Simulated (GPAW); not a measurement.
Runs of GPAW 26.7.0 on Ge. The structure is hexagonal, space group P6_3/mmc (No. 194). The conventional cell has a = 3.998 Å, b = 3.998 Å, c = 6.599 Å, α = 90.00°, β = 90.00°, γ = 120.00°. Ge (site symmetry 3m) has 4 Ge at 2.45 to 2.47 Å as nearest neighbours. This isn't the form of Ge at room conditions, which is diamond.

| task | level | potentials or basis | spin | k mesh | band path | band points | spin axis theta (degrees) | spin axis phi (degrees) | soc after scf | pressure (GPa) | largest force (eV/Å) |
| --- | --- | --- | --- | --- | --- | --- | --- | --- | --- | --- | --- |
| band structure | LDA | the program's PAW data sets (release 1.2.1) made for this functional, pw | off | 6 × 6 × 4 | GMKGALHA,LM,KH | 60 | - | - | - | -1.5 | - |
| band structure | PBEsol | PAW data sets generated in the run's folder for this functional, pw | off | 8 × 8 × 4 | GMKGALHA,LM,KH | 100 | - | - | - | 0.3 | 0.01 |
| band structure | PBEsol | PAW data sets generated in the run's folder for this functional, pw | SOC, no magnetisation | 8 × 8 × 4 | GMKGALHA,LM,KH | 100 | 54.7 | 45 | second variation | 0.3 | 0.01 |
| band structure | r2SCAN | GPAW PAW data sets (gpaw-data 1.2.1), pw | off | 6 × 6 × 4 | GMKGALHA,LM,KH | 60 | - | - | - | (a) | - |

Alike in all rows: cell as given; cutoff (eV) 600; smearing fermi-dirac 0.05 eV.

Q: Fill in the values left out.

A: (a) 0.0.

Caveats: spin-orbit coupling was added after a scalar SCF, so levels and gaps hold it while energy, forces, pressure and moments don't (some runs); the PAW data sets were made with another functional, which shifts forces and pressure a little (some runs).
